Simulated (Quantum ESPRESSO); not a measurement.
The system is BaTiO3 (Barioperovskite).

```
CELL_PARAMETERS angstrom
3.98550 0.00000 0.00000
0.00000 2.83690 2.84515
0.00000 -2.83690 2.84515
ATOMIC_POSITIONS crystal
Ba 0.00000 0.00000 0.00000
Ti 0.50000 0.51240 0.51240
O 0.50000 0.99184 0.50524
O 0.50000 0.50524 0.99184
O 0.00000 0.48740 0.48740
```

```yaml
Program: Quantum ESPRESSO 7.5
Task: phonons
Functional: LDA
Potentials_or_basis: GBRV 1.5 LDA
Cutoff: 612 eV
Density_cutoff: 4898 eV
k_mesh: 4 × 4 × 4, shifted
Occupations: fermi-dirac, width 0.05 eV
Spin: no spin polarisation
Form_of_the_LDA_correlation: PZ81
Mixing_beta: 0.5
Most_SCF_iterations: 120
SCF_threshold: 1e-09 Ry
```

The cell and the atoms were relaxed first, to 12.32 Å³/atom (a = 3.939 Å, b = 3.955 Å, c = 3.955 Å, α = 89.95°, β = 90.00°, γ = 90.00°), and the response was taken there.

```
Ba Ti O
1.0
     3.93948    0.00000    0.00000
     0.00000    2.79519    2.79748
     0.00000   -2.79519    2.79748
Ba Ti O
1 1 3
Cartesian
  0.0000 0.0000 0.0161
  1.9697 0.0000 2.8561
  1.9697 1.3847 4.1619
  1.9697 -1.3847 4.1619
  0.0000 0.0000 2.7740
```

The first run showed a gap, so the response started from a second, tighter run with fixed occupations.

Problem. Which optical modes does the crystal have at the zone centre, and which show in infrared and Raman spectra?

Solution. The optical modes are 3B2 + 4B1 + 4A1 + A2. Infrared active: 3B2 + 4B1 + 4A1. Raman active: 3B2 + 4B1 + 4A1 + A2.

Optical modes at Γ, degenerate ones joined, polar ones without the macroscopic field:
```
cm⁻¹  components  symmetry     active in  IR intensity, summed ((D/Å)²/amu)
 50i           1        B2  IR and Raman                              77.18
 135           1        B1  IR and Raman                              74.45
 162           1        A1  IR and Raman                              69.08
 183           1        B1  IR and Raman                               0.39
 184           1        B2  IR and Raman                               2.46
 184           1        A1  IR and Raman                               0.08
 297           1        B1  IR and Raman                               0.01
 300           1        A1  IR and Raman                               0.03
 300           1        A2         Raman                               0.00
 480           1        B2  IR and Raman                               3.29
 482           1        B1  IR and Raman                               4.24
 494           1        A1  IR and Raman                               4.88
```

Caveat: some modes are imaginary.
